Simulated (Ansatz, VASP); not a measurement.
## Two plane-wave programs on In

POSCAR

```
In
1.0
   -1.6059359000      1.6059359000      2.4420357800
    1.6059359000     -1.6059359000      2.4420357800
    1.6059359000      1.6059359000     -2.4420357800
In
1
Direct
    0.0000000000      0.0000000000      0.0000000000
```

INCAR.step1

```
ALGO = Normal ; EDIFF = 1E-4
ENCUT = 520 ; GGA = PE
ISMEAR = -4 ; ISYM = 0
LASPH = T ; LCHARG = F
LREAL = F ; LWAVE = T
NBANDS = 12 ; NELM = 100
PREC = Accurate ; SIGMA = 0.1
```

INCAR.step2

```
ALGO = Normal ; EDIFF = 1E-6
ENCUT = 520 ; ISIF = 2
ISMEAR = -4 ; ISTART = 1
ISYM = 0 ; LASPH = T
LCHARG = T ; LELF = T
LMIXTAU = T ; LREAL = F
LVHAR = T ; LWAVE = F
METAGGA = R2SCAN ; NBANDS = 12
NELM = 100 ; PREC = Accurate
SIGMA = 0.1
```

KPOINTS

```
k-points
0
Gamma
  8 8 8
```

Input for Ansatz:

```yaml
crystal:
  lattice:
    - [-1.6059359, 1.6059359, 2.44203578]
    - [1.6059359, -1.6059359, 2.44203578]
    - [1.6059359, 1.6059359, -2.44203578]
  atoms:
    - { symbol: In, position: [0.0, 0.0, 0.0] }
  symmetry: { detect: false }
kpoints:
  mp_grid: { grid: [8, 8, 8], shift: [0, 0, 0] }
magnetization:
  spin_polarized: false
scf:
  occupations: { method: tetrahedron_uncorrected }
hamiltonian:
  pseudopotentials: { kind: paw }
  xc: r2scan
basis:
  ecutwfc: 500
output:
  forces: true
  stress: true
  eigenvalues: true
```

Alike in both runs: task single point; functional r2SCAN; k mesh 8 × 8 × 8; no spin polarisation.

|  | VASP | Ansatz |
| --- | --- | --- |
| version | VASP 6.6.1 | Ansatz 0.2.0 |
| potentials or method | VASP PAW PBE potentials, release 64 (In_d) | PAW plane waves |
| plane-wave cutoff (eV) | 520 | 500 |
| occupations | tetrahedron | tetrahedron-uncorrected |
| valence electrons in the cell | 13 | 13 |

|  | VASP | Ansatz | Ansatz less VASP |
| --- | --- | --- | --- |
| gap on the k mesh at the Fermi level (eV) | none | none | - |
| pressure (GPa) | 3.6 | 3.3 | -0.24 |
| largest component of the traceless stress (GPa) | 0.80 | 0.48 | -0.318 |

A gap of «none» marks a metal or a gap that the smearing closes. Ansatz warned: «band_table_not_solved_further».

Caveats: the PAW data sets were made with another functional, which shifts forces and pressure a little (VASP).
